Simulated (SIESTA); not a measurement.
Crystal: TiB2.

```
CELL_PARAMETERS angstrom
3.02920 0.00000 0.00000
-1.51460 2.62336 0.00000
0.00000 0.00000 3.22840
ATOMIC_POSITIONS crystal
Ti 0.00000 0.00000 0.00000
B 0.66667 0.33333 0.50000
B 0.33333 0.66667 0.50000
```

Base run:

* Program: SIESTA 5.4.2
* Functional: optB88-vdW
* Potentials or basis: PseudoDojo 0.4 standard (PBE files)
* Basis: DZP (energy shift 0.003 Ry; two zetas on semicore shells)
* Grid cutoff: 800 Ry
* Energy shift: 0.003 Ry
* k mesh: 10 × 10 × 8
* Occupations: fermi-dirac, width 0.05 eV
* Spin: no spin polarisation

Its results: band gap on the k mesh none (metal or under the smearing width); pressure 4.2 GPa.

**Question.** After a change of settings the same cell gave: band gap on the k mesh none (metal or under the smearing width); pressure 12.6 GPa. Which change was it?
A. functional from optB88-vdW to vdW-DF2
B. functional from optB88-vdW to vdW-DF-C09
C. functional from optB88-vdW to PBE
D. functional from optB88-vdW to VV10

**Answer.** A.

Caveats: the potentials were made for another functional, which shifts forces and pressure; the basis of atomic orbitals isn't converged, which shifts pressures, moduli and gaps.
